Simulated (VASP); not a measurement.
# AlN (P6_3/mmc) in VASP: further runs

One crystal, AlN, is run at these levels: r2SCAN, SCAN, r2SCAN+D3(BJ), PBE; tasks: relaxation of cell and atoms, single point.

Program: VASP 6.6.1. These are calculated values, not measurements. Logs are shortened: lines on timing, memory, paths and dates and some standing lists are left out, and cuts for length are marked.

**1. The crystal as given**

The structure is hexagonal, space group P6_3/mmc (No. 194). Conventional cell: a = 3.312 Å, b = 3.312 Å, c = 4.188 Å, α = 90.00°, β = 90.00°, γ = 120.00°. Al (site symmetry -6m2) is surrounded by 5 N at 1.91 to 2.09 Å. Around N (site symmetry -6m2) lie 5 Al at 1.91 to 2.09 Å.

Measurements of this composition are mostly on another form, of space group No. 186.

**2. Relaxation of cell and atoms, r2SCAN**

INCAR reads:

```
ALGO = Normal
EDIFF = 1E-7
EDIFFG = -0.02
ENCUT = 600
IBRION = 2
ISIF = 3
ISMEAR = 0
LASPH = T
LCHARG = F
LMIXTAU = T
LREAL = F
LWAVE = F
METAGGA = R2SCAN
NELM = 60
NSW = 40
PREC = Accurate
SIGMA = 0.05
```

KPOINTS reads:

```
k-points
0
Gamma
  9 9 7
```

POSCAR reads:

```
AlN
1.0
    3.3121157418      0.0000000000      0.0000000000
   -1.6560578709      2.8683763727      0.0000000000
    0.0000000000      0.0000000000      4.1875630000
Al N
2 2
Direct
    0.6666666667      0.3333333333      0.2500000000
    0.3333333333      0.6666666667      0.7500000000
    0.6666666667      0.3333333333      0.7500000000
    0.3333333333      0.6666666667      0.2500000000
```

Potentials or basis: VASP PAW PBE potentials, release 64 (Al, N).

On the command line:

```sh
$ cat potpaw_PBE.64/Al/POTCAR potpaw_PBE.64/N/POTCAR > POTCAR
$ mpirun -np 1 vasp_std > vasp.out
```

OUTCAR:

```text
EDIFF = 1E-7
   EDIFFG = -0.02
   ENCUT = 600
   IBRION = 2
   ISIF = 3
   ISMEAR = 0
   LASPH = T
   LREAL = F
   METAGGA = R2SCAN
   NELM = 60
   NSW = 40
   PREC = Accurate

 ion  position               nearest neighbor table
   1  0.667  0.333  0.250-   4 1.91   4 1.91   4 1.91   3 2.09   3 2.09   2 2.84   2 2.84   2 2.84
                             2 2.84   2 2.84   2 2.84
   2  0.333  0.667  0.750-   3 1.91   3 1.91   3 1.91   4 2.09   4 2.09   1 2.84   1 2.84   1 2.84
                             1 2.84   1 2.84   1 2.84
   3  0.667  0.333  0.750-   2 1.91   2 1.91   2 1.91   1 2.09   1 2.09
   4  0.333  0.667  0.250-   1 1.91   1 1.91   1 1.91   2 2.09   2 2.09

  LATTYP: Found a hexagonal cell.
 ALAT       =     3.3121157418
 C/A-ratio  =     1.2643166261

  Lattice vectors:

 A1 = (   3.3121157418,   0.0000000000,   0.0000000000)
 A2 = (  -1.6560578709,   2.8683763727,   0.0000000000)
 A3 = (   0.0000000000,   0.0000000000,   4.1875630000)

Analysis of symmetry for initial positions (statically):
=====================================================================
 Subroutine PRICEL returns:
 Original cell was already a primitive cell.

 Routine SETGRP: Setting up the symmetry group for a
 hexagonal supercell.

 Subroutine GETGRP returns: Found 24 space group operations
 (whereof 12 operations were pure point group operations)
 out of a pool of 24 trial point group operations.

The static configuration has the point symmetry D_3d.
 The point group associated with its full space group is D_6h.

Analysis of symmetry for dynamics (positions and initial velocities):
=====================================================================
 Subroutine PRICEL returns:
 Original cell was already a primitive cell.

 Routine SETGRP: Setting up the symmetry group for a
 hexagonal supercell.

 Subroutine GETGRP returns: Found 24 space group operations
 (whereof 12 operations were pure point group operations)
 out of a pool of 24 trial point group operations.

The dynamic configuration has the point symmetry D_3d.
 The point group associated with its full space group is D_6h.

 Subroutine INISYM returns: Found 24 space group operations
 (whereof 12 operations are pure point group operations),
 and found     1 'primitive' translations

----------------------------------------------------------------------------------------

                                     Primitive cell

  volume of cell :      39.7835
[... 116 lines left out ...]
  Thomas-Fermi vector in A             =   2.344017
   LORBIT       =      0    0 simple, 1 ext, 2 COOP (PROOUT), +10 PAW based schemes
   METAGGA = R2SCAN    functional components
   LHFCALC =     F    Hartree Fock is set to
   AEXX    =    0.0000 exact exchange contribution
   IVDW    =     0    specifies the selected vdW correction
   LEPSILON=     F    determine dielectric tensor
   LRPA    =     F    only Hartree local field effects (RPA)
 conjugate gradient relaxation of ions
 non-spin polarized calculation
 Gauss-broadening in eV      SIGMA  =   0.05
  energy-cutoff  :      600.00
  volume of cell :       39.78
 maximum number of plane-waves:      1349
 NGX is ok and might be reduce to    28
   NGX = 13   NGY = 13   NGZ = 17

--------------------------------------- Ionic step        1  -------------------------------------------

 number of electron      16.0000002 magnetization

 Free energy of the ion-electron system (eV)
  ---------------------------------------------------
  ext. energy  EPLUGINS =         0.00000000
  ---------------------------------------------------
  free energy    TOTEN  =       -37.99363919 eV

  energy without entropy =      -37.99363919  energy(sigma->0) =      -37.99363919

------------------------ aborting loop because EDIFF is reached ----------------------------------------

  FORCE on cell =-STRESS in cart. coord.  units (eV):
  Direction    XX          YY          ZZ          XY          YZ          ZX
  --------------------------------------------------------------------------------------
  -------------------------------------------------------------------------------------
  Total       -1.3222518     -1.3222518     -1.4393745      0.0000000      0.0000000      0.0000000
  in kB      -53.2502610    -53.2502610    -57.9670755      0.0000000      0.0000000      0.0000000
  external PRESSURE =     -54.8225325 kB  Pullay stress =       0.0000000 kB
[... 139 lines left out ...]
--------------------------------------- Ionic step        5  -------------------------------------------

 number of electron      16.0000002 magnetization

 Free energy of the ion-electron system (eV)
  ---------------------------------------------------
  ext. energy  EPLUGINS =         0.00000000
  ---------------------------------------------------
  free energy    TOTEN  =       -38.01220308 eV

  energy without entropy =      -38.01220308  energy(sigma->0) =      -38.01220308

 E-fermi :   8.2917     XC(G=0): -11.8172

 val. band max:        8.0310053144   @ k =   0.0000   0.0000   0.0000
 cond. band min:      12.1124602024   @ k =   0.0000   0.0000   0.0000
 fundamental gap:      4.0814548880
 Fermi energy:         8.2916929911

 k-point     1 :       0.0000    0.0000    0.0000
  band No.  band energies     occupation
      1      -9.8073      2.00000
      2      -6.0226      2.00000
      3       0.8451      2.00000
      4       4.5457      2.00000
      5       4.5457      2.00000
      6       6.3185      2.00000
      7       6.3185      2.00000
      8       8.0310      2.00000
      9      12.1125      0.00000
     10      13.4517      0.00000
     11      17.1982      0.00000
     12      17.1982      0.00000
[... 331 lines left out ...]
 k-point    24 :       0.3333    0.3333    0.1429
  band No.  band energies     occupation
      1      -7.1740      2.00000
      2      -7.1740      2.00000
      3       1.1805      2.00000
      4       2.4776      2.00000
      5       2.4776      2.00000
      6       5.0625      2.00000
      7       5.1359      2.00000
      8       5.1359      2.00000
      9      14.3242      0.00000
     10      14.9598      0.00000
     11      18.0308      0.00000
     12      18.0308      0.00000

 [... further k-points ...]

------------------------ aborting loop because EDIFF is reached ----------------------------------------

  FORCE on cell =-STRESS in cart. coord.  units (eV):
  Direction    XX          YY          ZZ          XY          YZ          ZX
  --------------------------------------------------------------------------------------
  -------------------------------------------------------------------------------------
  Total        0.0214813      0.0214813     -0.0192503      0.0000000      0.0000000      0.0000000
  in kB        0.8881267      0.8881267     -0.7958865      0.0000000      0.0000000      0.0000000
  external PRESSURE =       0.3267890 kB  Pullay stress =       0.0000000 kB
[... 19 lines left out ...]
  FREE ENERGIE OF THE ION-ELECTRON SYSTEM (eV)
  ---------------------------------------------------
  free  energy   TOTEN  =       -38.0122030824 eV

  energy  without entropy=      -38.0122030824  energy(sigma->0) =      -38.01220308

 reached required accuracy - stopping structural energy minimisation
```

Run time: 3.9 min. Hardware: 1 thread of Intel Xeon 6975P-C (Granite Rapids), shared host; peak memory 0.18 GiB.

What came out:

```
Free energy                            : -38.0122 eV
Relaxed volume                         : 9.69 Å³/atom
Relaxed cell                           : a = 3.291 Å, b = 3.291 Å, c = 4.131 Å, α = 90.00°, β = 90.00°, γ = 120.00°
Space group after relaxing (to 0.05 Å) : P6_3/mmc (No. 194)
Energy gained by relaxing              : 4.6 meV/atom
Ionic steps                            : 5
Pressure after relaxing                : 0.0 GPa
Band gap on the k mesh                 : 4.08 eV, direct
```

Stress tensor (GPa, compression positive):
```
 0.09  0.00  0.00
 0.00  0.09  0.00
 0.00  0.00 -0.08
```

Step by step:
```tsv
step	energy change (eV)	largest force (eV/Å)	pressure (GPa)	volume (Å³)
1	0.0000	0.0000	-5.48	39.78
2	-0.0014	0.0000	5.80	37.86
3	-0.0177	0.0000	0.03	38.78
4	-0.0184	0.0000	0.03	38.76
5	-0.0186	0.0000	0.03	38.75
```

Final structure:
```xyz
4
Lattice="3.2911 0.0000 0.0000 -1.6455 2.8502 0.0000 0.0000 0.0000 4.1313" Properties=species:S:1:pos:R:3 pbc="T T T"
Al    1.6455    0.9501    1.0328
Al    0.0000    1.9001    3.0985
N     1.6455    0.9501    3.0985
N     0.0000    1.9001    1.0328
```

Levels at points of the mesh, in eV from the valence-band top:
```csv
k point,band 6,band 7,band 8,band 9,band 10,band 11
"(0.00, 0.00, 0.00)",-1.71,-1.71,0.00,4.08,5.42,9.17
```

Caveat: the PAW data sets were made with another functional, which shifts forces and pressure a little; an odd mesh through Γ misses points on the zone boundary, where band edges often lie.

**3. Relaxation of cell and atoms, SCAN**

INCAR reads:

```
SYSTEM = AlN
  PREC = Accurate
  ENCUT = 600
  EDIFF = 1E-6
  ISMEAR = 0
  SIGMA = 0.05
  LREAL = .False.
  LASPH = .True.
  NELM = 80
  ALGO = Normal
  ISIF = 3
  LWAVE = .False.
  LCHARG = .False.
  METAGGA = SCAN
  LMIXTAU = .True.
  IBRION = 2
  NSW = 40
  EDIFFG = -0.005
```

KPOINTS reads:

```
regular mesh
0
Gamma
  9 9 7
  0 0 0
```

POSCAR is that of step 2.

Potentials or basis: VASP PAW PBE potentials, release 64 (Al, N).

On the command line:

```sh
$ cat potpaw_PBE.64/Al/POTCAR potpaw_PBE.64/N/POTCAR > POTCAR
$ mpirun -np 1 vasp_std > vasp.out
```

Run time: 5.7 min. Hardware: 1 thread of Intel Xeon 6975P-C (Granite Rapids), shared host; peak memory 0.19 GiB.

Results (log left out):

```
Free energy                            : -40.4597 eV
Relaxed volume                         : 9.65 Å³/atom
Relaxed cell                           : a = 3.288 Å, b = 3.288 Å, c = 4.124 Å, α = 90.00°, β = 90.00°, γ = 120.00°
Space group after relaxing (to 0.05 Å) : P6_3/mmc (No. 194)
Energy gained by relaxing              : 6.1 meV/atom
Ionic steps                            : 11
Pressure after relaxing                : 0.0 GPa
Band gap on the k mesh                 : 4.08 eV, direct
```

Step by step:
| step | energy change (eV) | largest force (eV/Å) | pressure (GPa) | volume (Å³) |
| --- | --- | --- | --- | --- |
| 1 | 0.0000 | 0.0000 | -6.29 | 39.78 |
| 2 | -0.0016 | 0.0000 | 6.77 | 37.58 |
| 3 | -0.0232 | 0.0000 | 0.04 | 38.64 |
| 4 | -0.0232 | 0.0000 | -0.10 | 38.66 |
| 5 | -0.0240 | 0.0000 | -0.09 | 38.64 |
| 6 | -0.0242 | 0.0000 | -0.08 | 38.62 |
| 7 | -0.0242 | 0.0000 | -0.08 | 38.62 |
| 8 | -0.0241 | 0.0000 | -0.09 | 38.63 |
| 9 | -0.0242 | 0.0000 | -0.08 | 38.62 |
| 10 | -0.0242 | 0.0000 | 0.09 | 38.59 |
| 11 | -0.0242 | 0.0000 | 0.05 | 38.60 |

Final structure:
```xyz
4
Lattice="3.2875 0.0000 0.0000 -1.6438 2.8471 0.0000 0.0000 0.0000 4.1242" Properties=species:S:1:pos:R:3 pbc="T T T"
Al    1.6438    0.9490    1.0310
Al    0.0000    1.8981    3.0931
N     1.6438    0.9490    3.0931
N     0.0000    1.8981    1.0310
```

Levels at points of the mesh, in eV from the valence-band top:
| k point | band 4 | band 5 | band 6 | band 7 | band 8 | band 9 | band 10 | band 11 | band 12 |
| --- | --- | --- | --- | --- | --- | --- | --- | --- | --- |
| (0.00, 0.00, 0.00) | -3.50 | -3.50 | -1.71 | -1.71 | 0.00 | 4.08 | 5.42 | 9.16 | 9.16 |

Caveat: the PAW data sets were made with another functional, which shifts forces and pressure a little; an odd mesh through Γ misses points on the zone boundary, where band edges often lie. SCAN opens gaps a little over a GGA but as a rule still falls short of measured ones.

**4. Relaxation of cell and atoms, r2SCAN+D3(BJ)**

INCAR reads:

```
SYSTEM = AlN
ALGO = Normal ; EDIFF = 1E-6
EDIFFG = -0.01 ; ENCUT = 600
IBRION = 2 ; ISIF = 3
ISMEAR = 0 ; IVDW = 12
LASPH = .True. ; LCHARG = .False.
LMIXTAU = .True. ; LREAL = .False.
LWAVE = .False. ; METAGGA = R2SCAN
NELM = 100 ; NSW = 60
PREC = Accurate ; SIGMA = 0.05
VDW_A1 = 0.49484001 ; VDW_A2 = 5.73083694
VDW_S6 = 1.0 ; VDW_S8 = 0.78981345
```

KPOINTS reads:

```
k-points
0
Gamma
  9 9 7
  0 0 0
```

POSCAR is that of step 3.

On the command line:

```sh
$ cat potpaw_PBE.64/Al/POTCAR potpaw_PBE.64/N/POTCAR > POTCAR
$ mpirun -np 1 vasp_std > vasp.out
```

Wall time 3.1 min (1 thread of Intel Xeon 6975P-C (Granite Rapids), shared host); peak memory 0.19 GiB.

Results (log left out):

```yaml
Free_energy: -38.5619 eV
Relaxed_volume: 9.59 Å³/atom
Relaxed_cell: a = 3.282 Å, b = 3.282 Å, c = 4.113 Å, α = 90.00°, β = 90.00°, γ = 120.00°
Space_group_after_relaxing_to_0.05_Å: P6_3/mmc (No. 194)
Energy_gained_by_relaxing: 8.9 meV/atom
Ionic_steps: 5
Pressure_after_relaxing: 0.0 GPa
Band_gap_on_the_k_mesh: 4.16 eV, direct
Dispersion_energy_per_atom: -0.138 eV
```

Stress tensor (GPa, compression positive):
```
 0.09  0.00  0.00
 0.00  0.09  0.00
 0.00  0.00 -0.10
```

The path:
```tsv
step	energy change (eV)	largest force (eV/Å)	pressure (GPa)	volume (Å³)
1	0.0000	0.0000	-7.59	39.78
2	-0.0022	0.0000	8.36	37.13
3	-0.0342	0.0000	0.02	38.40
4	-0.0354	0.0000	0.02	38.38
5	-0.0357	0.0000	0.03	38.36
```

Final structure:
```xyz
4
Lattice="3.2819 0.0000 0.0000 -1.6409 2.8422 0.0000 0.0000 0.0000 4.1126" Properties=species:S:1:pos:R:3 pbc="T T T"
Al    1.6409    0.9474    1.0282
Al    0.0000    1.8948    3.0845
N     1.6409    0.9474    3.0845
N     0.0000    1.8948    1.0282
```

Levels at points of the mesh, in eV from the valence-band top:
```
           k point  band 4  band 5  band 6  band 7  band 8  band 9  band 10  band 11  band 12
(0.00, 0.00, 0.00)   -3.52   -3.52   -1.72   -1.72    0.00    4.16     5.51     9.22     9.22
```

Caveat: the PAW data sets were made with another functional, which shifts forces and pressure a little; an odd mesh through Γ misses points on the zone boundary, where band edges often lie.

**5. Single point, PBE**

INCAR reads:

```
SYSTEM = AlN
PREC = Accurate
ENCUT = 450
EDIFF = 1E-7
ISMEAR = 0
SIGMA = 0.02
LREAL = .False.
LASPH = .True.
NELM = 80
ALGO = Fast
ISIF = 2
LWAVE = .False.
LCHARG = .True.
GGA = PE
LELF = .True.
LVHAR = .True.
NBANDS = 16
```

KPOINTS reads:

```
Automatic mesh
0
Gamma
  4 4 3
  0 0 0
```

POSCAR is that of step 4.

Potentials or basis: VASP PAW PBE potentials, release 64 (Al_GW, N_GW).

On the command line:

```sh
$ cat potpaw_PBE.64/Al_GW/POTCAR potpaw_PBE.64/N_GW/POTCAR > POTCAR
$ mpirun -np 1 vasp_std > vasp.out
```

Run time: 6.1 s. Hardware: 1 thread of AMD EPYC 9R45 (Zen 5), shared host; peak memory 0.11 GiB.

Results (log left out):

```
Free energy            : -29.3458 eV
Band gap on the k mesh : 3.26 eV, direct
```

Levels at points of the mesh, in eV from the valence-band top:
```tsv
k point	band 4	band 5	band 6	band 7	band 8	band 9	band 10	band 11	band 12	band 13
(0.00, 0.00, 0.00)	-3.27	-3.27	-1.61	-1.61	0.00	3.26	4.40	8.23	8.23	11.22
(0.50, 0.00, 0.00)	-4.73	-4.48	-4.32	-2.88	-1.46	3.87	7.07	7.20	9.20	9.33
```

Caveat: the k mesh is coarse (spacing up to 0.55 Å⁻¹), so the values aren't converged; the cutoff is under 1.25 times the usual one of these potentials, so pressure, stress and relaxed cells hold a basis-set (Pulay) error. As with any semilocal functional, this PBE gap is likely too small.

**6. Single point, PBE**

INCAR reads:

```
SYSTEM = AlN
ALGO = Normal
EDIFF = 1E-6
ENCUT = 500
GGA = PE
ISIF = 2
ISMEAR = 0
LASPH = .True.
LCHARG = .True.
LELF = .True.
LREAL = .False.
LVHAR = .True.
LWAVE = .False.
NBANDS = 16
NELM = 100
PREC = Accurate
SIGMA = 0.02
```

KPOINTS reads:

```
k-points
0
Gamma
  5 5 4
  0 0 0
```

POSCAR is that of step 5.

Potentials or basis: VASP PAW PBE potentials, release 64 (Al_GW, N_GW).

On the command line:

```sh
$ cat potpaw_PBE.64/Al_GW/POTCAR potpaw_PBE.64/N_GW/POTCAR > POTCAR
$ mpirun -np 1 vasp_std > vasp.out
```

Run time: 11 s. Hardware: 1 thread of Intel Xeon Platinum 8259CL at 2.50GHz (Skylake/Cascade Lake), shared host; peak memory 0.14 GiB.

The run converged. Its results:

* Free energy: -29.3840 eV
* Pressure: -0.8 GPa
* Band gap on the k mesh: 3.27 eV, direct

Stress tensor (GPa, compression positive):
```
-0.72  0.00  0.00
 0.00 -0.72  0.00
 0.00  0.00 -0.85
```

Levels at points of the mesh, in eV from the valence-band top:
| k point | band 6 | band 7 | band 8 | band 9 | band 10 | band 11 |
| --- | --- | --- | --- | --- | --- | --- |
| (0.00, 0.00, 0.00) | -1.61 | -1.61 | 0.00 | 3.27 | 4.41 | 8.24 |
| (0.00, 0.00, 0.50) | -2.47 | -2.47 | -2.47 | 5.66 | 5.66 | 8.42 |

Caveat: the k mesh is coarse (spacing up to 0.44 Å⁻¹), so the values aren't converged; the cutoff is under 1.25 times the usual one of these potentials, so pressure, stress and relaxed cells hold a basis-set (Pulay) error.

**7. The runs side by side**

| task | level | potentials or basis | cell | k mesh | cutoff (eV) | smearing | mesh quality | gap on the mesh (eV) | pressure (GPa) | relaxed volume (Å³/atom) |
| --- | --- | --- | --- | --- | --- | --- | --- | --- | --- | --- |
| relaxation of cell and atoms | r2SCAN | VASP PAW PBE potentials, release 64 (Al, N) | relaxed | 9 × 9 × 7 | 600 | gaussian 0.05 eV | not flagged | 4.08 | 0.0 | 9.69 |
| relaxation of cell and atoms | SCAN | VASP PAW PBE potentials, release 64 (Al, N) | relaxed | 9 × 9 × 7 | 600 | gaussian 0.05 eV | not flagged | 4.08 | 0.0 | 9.65 |
| relaxation of cell and atoms | r2SCAN+D3(BJ) | VASP PAW PBE potentials, release 64 (Al, N) | relaxed | 9 × 9 × 7 | 600 | gaussian 0.05 eV | not flagged | 4.16 | 0.0 | 9.59 |
| single point | PBE | VASP PAW PBE potentials, release 64 (Al_GW, N_GW) | as given | 4 × 4 × 3 | 450 | gaussian 0.02 eV | coarse | 3.26 | - | - |
| single point | PBE | VASP PAW PBE potentials, release 64 (Al_GW, N_GW) | as given | 5 × 5 × 4 | 500 | gaussian 0.02 eV | coarse | 3.27 | -0.8 | - |

Alike in all rows: no spin polarisation.

Caveats: some runs use coarse meshes; the PAW data sets were made with another functional, which shifts forces and pressure a little (some runs); an odd mesh through Γ misses points on the zone boundary, where band edges often lie (some runs); the cutoff is under 1.25 times the usual one of these potentials, so pressure, stress and relaxed cells hold a basis-set (Pulay) error (some runs).

Total energies depend on the potentials used, so only differences within one code and one set of settings carry meaning.
